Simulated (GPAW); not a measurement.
# MgTe in GPAW: the effect of volume over the given one

The system is MgTe.

```
Te Mg
1.0
     0.00000    3.23200    3.23200
     3.23200    0.00000    3.23200
     3.23200    3.23200    0.00000
Te Mg
1 1
Direct
  0.25000 0.25000 0.25000
  0.00000 0.00000 0.00000
```

The cell comes from a database or a generator and needn't be the stable form of this composition.

Alike in all runs:

```yaml
Program: GPAW 26.7.0
Task: Born charges
Functional: PBE
Potentials_or_basis: GPAW PAW data sets (gpaw-data 1.2.1)
Cutoff: 680 eV
Basis: pw
k_mesh: 4 × 4 × 4
Occupations: fermi-dirac, width 0.01 eV
Spin: no spin polarisation
```

Each run relaxes the cell or the atoms first.

```csv
volume over the given one,gap on the mesh (eV),pressure (GPa),highest phonon frequency (cm⁻¹)
1,2.43,0.8,237
0.95,?,?,?
0.9,2.67,5.7,276
0.85,2.56,9.3,299
0.8,2.43,14.0,324
1.05,2.21,-0.8,220
```

Problem. What does the run with volume over the given one 0.95 give?

Solution. gap on the mesh 2.66 eV; pressure 2.9 GPa; highest phonon frequency 256 cm⁻¹.

Worked out: A parabola through the other rows of the gap on the mesh, of slope -1.91 eV per unit of volume over the given one there, gives 2.60 eV, against the run's 2.66. The fit is too stiff a form for this range. A parabola through the other rows of the pressure, of slope -50.7 GPa per unit of volume over the given one there, gives 2.8 GPa, against the run's 2.9. A parabola through the other rows of the highest phonon frequency, of slope -394 cm⁻¹ per unit of volume over the given one there, gives 255 cm⁻¹, against the run's 256.

Caveats: some runs use coarse meshes; the cutoff is short for stress and forces, so pressures can be off by a GPa or more; the LO-TO splitting is left out; spin-orbit coupling is left out, which moves the levels of the heavy elements; the cell is more than 3 GPa from zero pressure, which shifts response properties (some runs).

A k mesh can miss the band edges.
